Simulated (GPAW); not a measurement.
Crystal: Pb.

```
CELL_PARAMETERS angstrom
3.48000 0.00000 0.00000
-1.74000 3.01377 0.00000
0.00000 0.00000 5.59000
ATOMIC_POSITIONS crystal
Pb 0.66667 0.33333 0.75000
Pb 0.33333 0.66667 0.25000
```

This isn't the form of Pb at room conditions, which is fcc.

* Program: GPAW 26.7.0
* Task: relaxation of cell and atoms
* Functional: PBEsol
* Potentials or basis: PAW data sets generated in the run's folder for this functional
* Cutoff: 600 eV
* Basis: pw
* k mesh: 9 × 9 × 5
* Occupations: fermi-dirac, width 0.05 eV
* Spin: no spin polarisation

At the start: pressure 0.7 GPa; volume 29.31 Å³/atom.

**Question.** How do energy, volume and symmetry change on relaxing?

**Answer.** Over 5 steps the energy falls by 14.6 meV/atom and the volume is 29.64 Å³/atom (+1.1 %); space group P6_3/mmc (No. 194, to 0.05 Å).

Step by step:
```tsv
step	energy change (eV)	largest force (eV/Å)	pressure (GPa)	volume (Å³)
1	0.0000	0.0000	0.75	58.63
2	-0.0056	0.0000	0.55	58.80
3	-0.0272	0.0001	-0.69	60.14
4	-0.0279	0.0000	-0.56	59.98
5	-0.0293	0.0000	0.02	59.27
```

Final structure:
```xyz
2
Lattice="3.4251 0.0000 0.0000 -1.7126 2.9662 0.0000 0.0000 0.0000 5.8339" Properties=species:S:1:pos:R:3 pbc="T T T"
Pb    1.7126    0.9887    4.3754
Pb    0.0000    1.9775    1.4585
```

Caveat: later steps reuse the first step's grids.
